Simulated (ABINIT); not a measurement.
# BaO (Fm-3m): G0W0 with ABINIT, start to end, part 2 of 2

Aim: the G0W0 gap of BaO (Fm-3m) on PBE with spin-orbit coupling, step by step.

ABINIT 10.8.3; PBE and many-body steps on it, plane waves. Known limits of the many-body steps: not at the basis limit; screening head approximate; coarse k mesh.

So far. Step 2 (Ground state): The gap is direct, at (0.500, 0.500, 0.000). Step 3 (Bands along the symmetry lines): The gap is 1.888 eV, as in the run before at this level.

The database entry behind the starting cell differs from later determinations by our own check (about 0.7 % short), so it need not match the best structure at ambient conditions.

## 4. Empty states on the mesh, 4×4×4 mesh, 192 bands

Level of this step: DFT, PBE with spin-orbit coupling, plane waves, norm-conserving pseudopotentials (ABINIT).

The sums over transitions need many empty states on a uniform mesh; this step solves for them.

run.abi reads:

```
acell 3*1.0 Angstrom
rprim 
  -0.000000000000 2.750000000000 2.750000000000
  2.750000000000 -0.000000000000 2.750000000000
  2.750000000000 2.750000000000 -0.000000000000
ntypat 2
znucl 56 8
natom 2
typat 1 2
xred 
  0.000000000000 0.000000000000 0.000000000000
  0.500000000000 0.500000000000 0.500000000000
pp_dirpath "pseudos"
pseudos "Ba.upf, O.upf"
ecut 36
nspinor 2
ngkpt 4 4 4
nshiftk 1
shiftk 0 0 0
kptopt 1
chksymbreak 0
iscf -2
irdden 1
istwfk *1
nband 192
nbdbuf 16
tolwfr 1e-09
nstep 60
prtvol 0
indata_prefix "in"
outdata_prefix "out"
tmpdata_prefix "tmp"
```

Launch:

```console
$ OMP_NUM_THREADS=1 mpirun -n 4 abinit run.abi > log
```

Numbers of over 12 decimals in the logs are rounded to 6 here.

Output:

```text
.Version 10.8.3 of ABINIT. v10.8.2 released Aug 2026.

 Symmetries : space group Fm -3 m (#225); Bravais cF (face-center cubic)
[... echo of the input left out ...]
== DATASET  1 ==================================================================
-   mpi_nproc: 4, omp_nthreads: 1 (-1 if OMP is not activated)

--- !DatasetInfo
iteration_state: {dtset: 1, }
dimensions: {natom: 2, nkpt: 8, mband: 192, nsppol: 1, nspinor: 2, nspden: 1, mpw: 2914, }
cutoff_energies: {ecut:  36.0, pawecutdg:  -1.0, }
electrons: {nelect:   1.60000000E+01, charge:   0.00000000E+00, occopt:   1.00000000E+00, tsmear:   1.00000000E-02, }

 Real(R)+Recip(G) space primitive vectors, cartesian coordinates (Bohr,Bohr^-1):
 R(1)=  0.0000000  5.1967468  5.1967468  G(1)= -0.0962140  0.0962140  0.0962140
 R(2)=  5.1967468  0.0000000  5.1967468  G(2)=  0.0962140 -0.0962140  0.0962140
 R(3)=  5.1967468  5.1967468  0.0000000  G(3)=  0.0962140  0.0962140 -0.0962140
 Unit cell volume ucvol=  2.8068854E+02 bohr^3
 Angles (23,13,12)=  6.00000000E+01  6.00000000E+01  6.00000000E+01 degrees

 getcut: wavevector=  0.0000  0.0000  0.0000  ngfft=  40  40  40
         ecut(hartree)=     36.000   => boxcut(ratio)=   2.01510

--- Pseudopotential description ------------------------------------------------
- Ba Generated using ONCVPSP code by D. R. Hamann
- 56.00000  10.00000  180419                  znucl, zion, pspdat
12 -101130 2 -1 1958                          pspcod,pspxc,lmax,lloc,mmax
     nproj     2     4     4     0
     spin-orbit psp
        nprojso     4     4     0
  pspatm : epsatm=   26.75230557
         --- l  ekb(1:nproj) -->
             0    0.672617    6.665807
             1    4.978102    0.415169    0.012799    0.000491
             2    2.533363    0.416634    0.001442    0.000020
  spin-orbit 1   -0.421689    0.288442    0.063418   -0.006729
  spin-orbit 2    0.049983   -0.043624    0.011004   -0.000570
 pspatm: atomic psp has been read  and splines computed

- O Generated using ONCVPSP code by D. R. Hamann
-  8.00000   6.00000  180423                  znucl, zion, pspdat
12 -101130 2 -1 936                           pspcod,pspxc,lmax,lloc,mmax
     nproj     2     2     2     0
     spin-orbit psp
        nprojso     2     2     0
  pspatm : epsatm=    6.19737341
         --- l  ekb(1:nproj) -->
             0    0.824010    6.056726
             1   -4.717007   -1.149225
[...]
spin-orbit 1    0.006511    0.001986
  spin-orbit 2   -0.000439    0.000281
 pspatm: atomic psp has been read  and splines computed

--------------------------------------------------------------------------------

================================================================================
 prteigrs : about to open file out_EIG
 Non-SCF case, kpt    1 (  0.00000  0.00000  0.00000), residuals and eigenvalues=
  1.12E-10  6.17E-10  2.40E-10  3.09E-10  2.06E-10  4.24E-10  1.73E-10  3.02E-10
  2.22E-10  5.01E-10  4.10E-10  4.65E-10  1.21E-10  3.34E-10  3.20E-10  4.44E-10
  1.34E-10  2.59E-10  8.14E-11  1.54E-10  8.92E-11  1.50E-10  1.29E-10  1.76E-10
[...]
-7.3817E-01 -7.3817E-01 -3.4023E-01 -3.4023E-01 -2.2233E-01 -2.2233E-01
 -1.4407E-01 -1.4407E-01 -1.4407E-01 -1.4407E-01  1.9336E-01  1.9336E-01
  1.9754E-01  1.9754E-01  1.9754E-01  1.9754E-01  3.4690E-01  3.4690E-01
[...]
3.3749E+00  3.3753E+00  3.3758E+00  3.3774E+00  3.3790E+00  3.3794E+00
  3.3796E+00  3.3797E+00  3.3801E+00  3.3802E+00  3.3804E+00  3.3807E+00
 prteigrs : prtvol=0 or 1, do not print more k-points.

--- !ResultsGS
iteration_state: {dtset: 1, }
comment   : Summary of ground state results
lattice_vectors:
- [ -0.0000000,   5.1967468,   5.1967468, ]
- [  5.1967468,  -0.0000000,   5.1967468, ]
- [  5.1967468,   5.1967468,  -0.0000000, ]
lattice_lengths: [   7.34931,    7.34931,    7.34931, ]
lattice_angles: [ 60.000,  60.000,  60.000, ] # degrees, (23, 13, 12)
lattice_volume:   2.8068854E+02
convergence: {deltae:  0.000E+00, res2:  0.000E+00, residm:  9.985E-10, diffor:  0.000E+00, }
etotal    :  -4.47433665E+01
entropy   :   0.00000000E+00
fermie    :   2.14119996E-01
cartesian_stress_tensor: null
pressure_GPa: null
xred      :
- [  0.0000E+00,   0.0000E+00,   0.0000E+00, Ba]
- [  5.0000E-01,   5.0000E-01,   5.0000E-01,  O]
cartesian_forces: null
force_length_stats: {min: null, max: null, mean: null, }

 Integrated electronic density in atomic spheres:
 ------------------------------------------------
 Atom  Sphere_radius  Integrated_density
[...]
================================================================================

 ----iterations are completed or convergence reached----

 Mean square residual over all n,k,spin=   37.331E-11; max=  99.855E-11
 reduced coordinates (array xred) for    2 atoms
       0.000000000000      0.000000000000      0.000000000000
       0.500000000000      0.500000000000      0.500000000000

 cartesian coordinates (angstrom) at end:
    1      0.000000     0.000000     0.000000
    2      2.750000     2.750000     2.750000
 length scales=  1.889726125908  1.889726125908  1.889726125908 bohr
              =  1.000000000000  1.000000000000  1.000000000000 angstroms
 prteigrs : about to open file out_EIG
 Eigenvalues (hartree) for nkpt=   8  k points:
 kpt#   1, nband=192, wtk=  0.01563, kpt=  0.0000  0.0000  0.0000 (reduced coord)
[...]
3.27887    3.27887    3.32670    3.32670    3.37492    3.37535    3.37583    3.37736
   3.37904    3.37936    3.37956    3.37971    3.38011    3.38023    3.38037    3.38067
 prteigrs : prtvol=0 or 1, do not print more k-points.

== END DATASET(S) ==============================================================
================================================================================

 -outvars: echo values of variables after computation  --------
            nband         192
             nkpt           8
          spgroup         225
 [... the other variables as echoed above ...]

 Calculation completed.
```

Elapsed: 86 s, on 4 MPI ranks of Arm Neoverse V2, shared host; peak memory 0.45 GiB.

This step gave:

```
gap                                                           : 1.888 eV
k of the valence top                                          : 0.5, 0.5, 0
k of the conduction bottom                                    : 0.5, 0.5, 0
least direct gap                                              : 1.888 eV
k points computed                                             : 8
lowest point of the top converged band, above the valence top : 78.1636 eV
```

On this mesh the gap is 1.888 eV.

## 5. Screening, 4×4×4 mesh, 176 bands, screening to 149.7 eV

The RPA dielectric matrix is built and inverted for each q.

This step: RPA screening on PBE with spin-orbit coupling, plane waves, norm-conserving pseudopotentials.

run.abi, as its differences from that of step 4:

```diff
@@ -21,10 +21,11 @@
 chksymbreak 0
-iscf -2
-irdden 1
 istwfk *1
-nband 192
-nbdbuf 16
-tolwfr 1e-09
-nstep 60
-prtvol 0
+occopt 1
+irdwfk 1
+optdriver 3
+nband 176
+ecuteps 5.5
+inclvkb 0
+awtr 1
+symchi 1
 indata_prefix "in"
```

Output:

```text
.Version 10.8.3 of ABINIT. v10.8.2 released Aug 2026.

 Symmetries : space group Fm -3 m (#225); Bravais cF (face-center cubic)
[... echo of the input left out ...]
== DATASET  1 ==================================================================
-   mpi_nproc: 4, omp_nthreads: 1 (-1 if OMP is not activated)

--- !DatasetInfo
iteration_state: {dtset: 1, }
dimensions: {natom: 2, nkpt: 8, mband: 176, nsppol: 1, nspinor: 2, nspden: 1, mpw: 2914, }
cutoff_energies: {ecut:  36.0, pawecutdg:  -1.0, }
electrons: {nelect:   1.60000000E+01, charge:   0.00000000E+00, occopt:   1.00000000E+00, tsmear:   1.00000000E-02, }

 SCREENING: Calculation of the susceptibility and dielectric matrices

 Based on a program developped by R.W. Godby, V. Olevano, G. Onida, and L. Reining.
 Incorporated in ABINIT by V. Olevano, G.-M. Rignanese, and M. Torrent.
.Using double precision arithmetic ; gwpc =  8

[... cell and pseudopotentials left out ...]
--------------------------------------------------------------------------------

 ==== K-mesh for the wavefunctions ====
 Number of points in the irreducible wedge :     8
[... list of points left out ...]
 Together with 48 symmetry operations and time-reversal symmetry
 yields    64 points in the full Brillouin Zone.

 ==== Q-mesh for the screening function ====
 Number of points in the irreducible wedge :     8
[... list of points left out ...]
 Together with 48 symmetry operations and time-reversal symmetry
 yields    64 points in the full Brillouin Zone.

 setmesh: FFT mesh size selected  =    27x   27x   27
          total number of points  =        19683

 vcoul_init : cutoff-mode = AUXILIARY_FUNCTION
 q-points for optical limit:   1
     1)      0.000010    0.000020    0.000030

- screening: taking advantage of time-reversal symmetry
- Maximum band index for partially occupied states nbvw = 16
- Remaining bands to be divided among processors   nbcw = 160
- Number of bands treated by each node ~40

 Number of electrons calculated from density =   16.0000; Expected =   16.0000
 average of density, n =  0.057003
 r_s =    1.6119
 omega_plasma =   23.0305 [eV]

 calculating chi0 at frequencies [eV] :
  1    0.000000E+00    0.000000E+00
  2    0.000000E+00    2.303049E+01

--------------------------------------------------------------------------------
  q-point number  1        q = ( 0.000000, 0.000000, 0.000000) [r.l.u.]
--------------------------------------------------------------------------------
[... chi0 elements left out ...]
 For q-point:  0.000010 0.000020 0.000030
  dielectric constant =   4.6029
  dielectric constant without local fields =   5.0829

  Average fulfillment of the sum rule on Im[epsilon] for q-point    1 :     78.69  [%]
[... wings left out ...]
  q-point number  2        q = ( 0.250000, 0.000000, 0.000000) [r.l.u.]
--------------------------------------------------------------------------------
[... chi0 elements left out ...]
  Average fulfillment of the sum rule on Im[epsilon] for q-point    2 :     91.61  [%]

 [... 6 further q-points ...]
```

Run time: 83 s. Hardware: 4 MPI ranks; peak memory 1.6 GiB.

Numbers from this step:

```yaml
eps_infinity_with_local_fields_on_this_mesh_along_the_program_s_q_direction: 4.603
the_same_without_local_fields: 5.083
plasma_frequency: 23.03 eV
plane_waves_in_the_screening_matrix: 169
```

Local fields lower ε∞ by 9 %. On a Γ-centred mesh this coarse the value itself is usually too large, while a short band sum pulls it down.

## 6. Self-energy, 4×4×4 mesh, 176 bands, screening to 149.7 eV

The self-energy is evaluated for the states that the input lists, and the levels follow from it, in one-shot runs by the linearised quasiparticle equation.

This step: G0W0 on PBE with spin-orbit coupling, plane waves, norm-conserving pseudopotentials.

run.abi, as its differences from that of step 5:

```diff
@@ -24,8 +24,17 @@
 irdwfk 1
-optdriver 3
+optdriver 4
 nband 176
+gwcalctyp 0
+ecutsigx 36
+symsigma 0
+nkptgw 2
+kptgw 
+  0.5000000000 0.5000000000 0.0000000000
+  0.0000000000 0.0000000000 0.0000000000
+bdgw 
+  13 20
+  13 22
 ecuteps 5.5
-inclvkb 0
-awtr 1
-symchi 1
+irdscr 1
+ppmodel 1
 indata_prefix "in"
```

Output:

```text
.Version 10.8.3 of ABINIT. v10.8.2 released Aug 2026.

 Symmetries : space group Fm -3 m (#225); Bravais cF (face-center cubic)
[... echo of the input left out ...]
== DATASET  1 ==================================================================
-   mpi_nproc: 4, omp_nthreads: 1 (-1 if OMP is not activated)

--- !DatasetInfo
iteration_state: {dtset: 1, }
dimensions: {natom: 2, nkpt: 8, mband: 176, nsppol: 1, nspinor: 2, nspden: 1, mpw: 2914, }
cutoff_energies: {ecut:  36.0, pawecutdg:  -1.0, }
electrons: {nelect:   1.60000000E+01, charge:   0.00000000E+00, occopt:   1.00000000E+00, tsmear:   1.00000000E-02, }

 SIGMA: Calculation of the GW corrections

 Based on a program developped by R.W. Godby, V. Olevano, G. Onida, and L. Reining.
 Incorporated in ABINIT by V. Olevano, G.-M. Rignanese, and M. Torrent.
.Using double precision arithmetic ; gwpc =  8

[... cell and pseudopotentials left out ...]
--------------------------------------------------------------------------------

 ==== K-mesh for the wavefunctions ====
 Number of points in the irreducible wedge :     8
[... list of points left out ...]
 Together with 48 symmetry operations and time-reversal symmetry
 yields    64 points in the full Brillouin Zone.

 ==== Q-mesh for screening function ====
 Number of points in the irreducible wedge :     8
[... list of points left out ...]
 Together with 48 symmetry operations and time-reversal symmetry
 yields    64 points in the full Brillouin Zone.

 vcoul_init : cutoff-mode = AUXILIARY_FUNCTION
 q-points for optical limit:   1
     1)      0.000010    0.000020    0.000030
 setmesh: FFT mesh size selected  =    40x   40x   40
          total number of points  =        64000

 Number of electrons calculated from density =   16.0000; Expected =   16.0000
 average of density, n =  0.057003
 r_s =    1.6119
 omega_plasma =   23.0305 [eV]

 === KS Band Gaps ===
  >>>> For spin  1
   Minimum direct gap =   1.8880 [eV], located at k-point      :   0.5000  0.5000  0.0000
   Fundamental gap    =   1.8880 [eV], Top of valence bands at :   0.5000  0.5000  0.0000
                                       Bottom of conduction at :   0.5000  0.5000  0.0000
 SIGMA fundamental parameters:
 PLASMON POLE MODEL  1
 number of plane-waves for SigmaX                 2891
 number of plane-waves for SigmaC and W            169
 number of plane-waves for wavefunctions          2891
 number of bands                                   176
 number of independent spin polarizations            1
 number of spinorial components                      2
 number of k-points in IBZ                           8
 number of q-points in IBZ                           8
 number of symmetry operations                      48
 number of k-points in BZ                           64
 number of q-points in BZ                           64
 number of frequencies for dSigma/dE                 9
 frequency step for dSigma/dE [eV]                0.25
 number of omega for Sigma on real axis              0
 max omega for Sigma on real axis  [eV]           0.00
 zcut for avoiding poles [eV]                     0.10

 EPSILON^-1 parameters (SCR file):
 dimension of the eps^-1 matrix on file            169
 dimension of the eps^-1 matrix used               169
 number of plane-waves for wavefunctions          2891
 number of bands                                   176
 number of q-points in IBZ                           8
 number of frequencies                               2
 number of real frequencies                          1
 number of imag frequencies                          1

 matrix elements of self-energy operator (all in [eV])

 Perturbative Calculation

--- !SelfEnergy_ee
iteration_state: {dtset: 1, }
kpoint     : [   0.500,    0.500,    0.000, ]
spin       : 1
KS_gap     :    1.888
QP_gap     :    2.717
Delta_QP_KS:    0.829
data: !SigmaeeData |
     Band     E0 <VxcDFT>   SigX SigC(E0)      Z dSigC/dE  Sig(E)    E-E0       E
       13   5.648 -18.678 -23.548   4.320   0.766  -0.305 -19.100  -0.422   5.226
       14   5.648 -18.678 -23.548   4.320   0.766  -0.305 -19.100  -0.422   5.226
       15   5.827 -18.723 -23.470   4.203   0.770  -0.299 -19.142  -0.419   5.408
       16   5.827 -18.723 -23.470   4.203   0.770  -0.299 -19.142  -0.419   5.408
       17   7.715  -8.669  -4.497  -3.686   0.844  -0.185  -8.259   0.411   8.125
       18   7.715  -8.669  -4.497  -3.686   0.844  -0.185  -8.259   0.411   8.125
       19  11.865 -11.621  -6.687  -3.931   0.832  -0.201 -10.786   0.835  12.699
       20  11.865 -11.621  -6.687  -3.931   0.832  -0.201 -10.786   0.835  12.699

--- !SelfEnergy_ee
iteration_state: {dtset: 1, }
kpoint     : [   0.000,    0.000,    0.000, ]
spin       : 1
KS_gap     :    4.064
QP_gap     :    4.916
Delta_QP_KS:    0.852
data: !SigmaeeData |
     Band     E0 <VxcDFT>   SigX SigC(E0)      Z dSigC/dE  Sig(E)    E-E0       E
       13   5.375 -18.453 -23.503   4.457   0.763  -0.310 -18.906  -0.453   4.923
       14   5.375 -18.453 -23.503   4.457   0.763  -0.310 -18.906  -0.453   4.923
[...]
18   9.440  -9.185  -4.941  -3.770   0.840  -0.191  -8.787   0.398   9.838
       19  10.448  -9.842  -4.966  -4.018   0.838  -0.193  -9.123   0.719  11.167
       20  10.448  -9.842  -4.966  -4.018   0.838  -0.193  -9.123   0.719  11.167
       21  10.448  -9.842  -4.968  -4.017   0.838  -0.193  -9.123   0.718  11.167
       22  10.448  -9.842  -4.968  -4.017   0.838  -0.193  -9.123   0.718  11.167

== END DATASET(S) ==============================================================
================================================================================

 -outvars: echo values of variables after computation  --------
           etotal      0.0000000000E+00
            nband         176
             nkpt           8
          spgroup         225
 [... the other variables as echoed above ...]

 Calculation completed.
```

Elapsed: 2.4 min, on 4 MPI ranks; peak memory 1.4 GiB; 9.6 min of CPU time.

This step gave:

* G0W0 gap on the points computed: 2.717 eV
* starting gap on the mesh: 1.888 eV
* k of the valence top: 0.5, 0.5, 0
* k of the conduction bottom: 0.5, 0.5, 0
* Z at the valence top: 0.77
* Z at the conduction bottom: 0.844
* least direct G0W0 gap on the computed points: 2.717 eV

The gap on the mesh goes from 1.89 eV to 2.72 eV, a correction of +0.83 eV.

Limits: finite bands, cutoff and mesh; screening head approximate; coarse k mesh. v1 is the top filled band, c1 the lowest empty one. Levels before and after the correction, in eV, zero at the valence-band top of each column:

|  | conduction bottom | valence top |
| --- | --- | --- |
| Kohn-Sham | 1.89 | 0.00 |
| G0W0 | 2.72 | 0.00 |

```
                       level  energy (eV)
Kohn-Sham  (0.5 0.5 0) v4-v3       -0.179
Kohn-Sham  (0.5 0.5 0) v2-v1        0.000
Kohn-Sham  (0.5 0.5 0) c1-c2        1.888
Kohn-Sham  (0.5 0.5 0) c3-c4        6.038
     G0W0  (0.5 0.5 0) v4-v3       -0.182
     G0W0  (0.5 0.5 0) v2-v1        0.000
     G0W0  (0.5 0.5 0) c1-c2        2.717
     G0W0  (0.5 0.5 0) c3-c4        7.291
```

## 7. Where the time went

Times are wall times on 4 MPI ranks of Arm Neoverse V2, shared host, good to a factor of about two.

| step | time | share | memory (GiB) |
| --- | --- | --- | --- |
| ground state | 29 s | 8 % | 0.32 |
| bands along the symmetry lines | 21 s | 6 % | 0.33 |
| empty states on the mesh | 86 s | 24 % | 0.45 |
| screening | 83 s | 23 % | 1.6 |
| self-energy | 2.4 min | 40 % | 1.4 |

## 8. What came out

| Property | Result |
| --- | --- |
| PBE gap | 1.89 eV, direct |
| G0W0 gap on the mesh | 2.72 eV |
| GW settings | 4×4×4 mesh, 176 bands, screening to 149.7 eV, Godby-Needs plasmon pole |
| known limits | not at the basis limit; screening head approximate; coarse k mesh |

What this shows: G0W0 moves the gap on the mesh from 1.89 eV to 2.72 eV (+0.83 eV), with Z of 0.77 and 0.84 at the edges. Local fields lower the RPA ε∞ on this mesh from 5.08 to 4.60; a Γ-centred mesh this coarse tends to raise both, most where the direct gap is narrow, while a short band sum lowers them. Only 2 of the mesh's irreducible points were corrected, so a valley elsewhere could overtake. The dearest step here is «self-energy». Bands and cutoff are finite, so the gap is not at the basis limit. The miss can reach some tenths of an eV and take either sign; the mesh is an error of its own. In the G0W0 run levels were corrected at 2 k points alone, so a gap called «on the mesh» is the least over those, and an edge elsewhere would be missed. The 4×4×4 mesh is coarse for this cell, which bears on the long-range parts of exchange and screening. The long-wavelength limit of the screening leaves out the non-local commutator, which shifts ε∞.

[Paths, hosts, dates, memory and timing lines, banners, echoed tables and standing remarks are left out of the program output.]

[Logs are printed without paths, hosts, clocks, repeated set-up lines and the standing remarks that a program may print on its own settings, such as how far it seeks lower states.]

[Runs of the session that timed out or met a known fault of the program may be left out.]

[Hosts, paths, dates, database ids (printed as entryN), source tags and the programs' standing remarks are cut or masked in the printed files.]

[G0W0 gaps are taken among the corrected bands and points alone; a level outside them can change the order at an edge.]

[Where Ansatz stands beside ABINIT at settings called matched, ABINIT's density can come from a denser mesh and the files from another edition; pairs whose starting gaps differed by over 0.03 eV were left out, so agreement reads better than it is.]
